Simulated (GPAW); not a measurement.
ZrN, 2 atoms in the cell. It takes space group Fm-3m (No. 225, cubic). Conventional cell: a = 4.600 Å, b = 4.600 Å, c = 4.600 Å, α = 90.00°, β = 90.00°, γ = 90.00°. Around Zr (site symmetry m-3m) lie 6 N at 2.30 Å. N (site symmetry m-3m) is surrounded by 6 Zr at 2.30 Å. 

| Quantity | Value |
| --- | --- |
| Program | GPAW 26.7.0 |
| Task | density of states |
| Functional | PBEint |
| Potentials or basis | PAW data sets generated in the run's folder for this functional |
| Cutoff | 680 eV |
| Basis | pw |
| k mesh | 8 × 8 × 8 |
| Occupations | fermi-dirac, width 0.01 eV |
| Spin | no spin polarisation |
| Maxiter | 100 |
| k mesh for the DOS | 12 × 12 × 12 |
| Dos width | 0 eV |

Potentials or basis: PAW data sets generated in the run's folder for this functional, pw.

Run with:

```console
$ gpaw-setup -f GGA_X_PBEINT+GGA_C_PBEINT N Zr
$ OMP_NUM_THREADS=1 python run.py
```

Hardware: 1 thread of AMD EPYC 7R13 Processor (Zen 3), with other jobs on the host.

Task: Estimate the wall time of this run.

Result: Run time: 69 s on 1 thread of AMD EPYC 7R13 Processor (Zen 3), with other jobs on the host, peak memory 0.21 GiB. Counts: scf iterations 14, plane waves 995, bands 19, k points 29.
